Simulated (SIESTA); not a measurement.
**SiO2: equation of state with PBEsol**

Crystal: SiO2.

```
CELL_PARAMETERS angstrom
-2.62334 4.77675 4.44167
2.62334 -4.77675 4.44167
2.62334 4.77675 -4.44167
ATOMIC_POSITIONS crystal
Si 0.26034 0.84494 0.41540
Si 0.07045 0.15506 0.91540
Si 0.73966 0.15506 0.58460
Si 0.92955 0.84494 0.08460
O 0.50000 0.00000 0.50000
O 0.00000 0.00000 0.00000
O 0.79318 0.00000 0.29318
O 0.20682 0.50000 0.20682
O 0.20682 0.00000 0.70682
O 0.79318 0.50000 0.79318
O 0.86931 0.11931 0.75000
O 0.13069 0.88069 0.25000
```

The cell comes from a database or a generator and needn't be the stable form of this composition.

```yaml
Program: SIESTA 5.4.2
Task: equation of state
Functional: PBEsol
Potentials_or_basis: PseudoDojo 0.4 standard (PBEsol files)
Basis: DZP (energy shift 0.003 Ry)
Grid_cutoff: 800 Ry
Energy_shift: 0.003 Ry
k_mesh: 4 × 4 × 4
Occupations: fermi-dirac, width 0.05 eV
Spin: no spin polarisation
```

```json
{
 "Equilibrium volume": "19.14 Å³/atom",
 "Bulk modulus at fixed shape and positions": "123 GPa",
 "Pressure derivative of the bulk modulus": "4.0"
}
```

Energy against volume, from the lowest point:
| volume (Å³/atom) | energy (meV/atom) |
| --- | --- |
| 17.440 | 67.05 |
| 17.811 | 39.34 |
| 18.182 | 19.50 |
| 18.553 | 6.77 |
| 18.924 | 0.46 |
| 19.295 | 0.00 |
| 19.666 | 4.86 |

All runs of the series together: 28 min on 1 thread of Arm Neoverse V1 (shared host).

Caveat: the cell was scaled at fixed shape and fractional positions, which overstates the stiffness of a crystal with free parameters, most of all of layers and chains; the basis of atomic orbitals isn't converged, which shifts pressures, moduli and gaps.
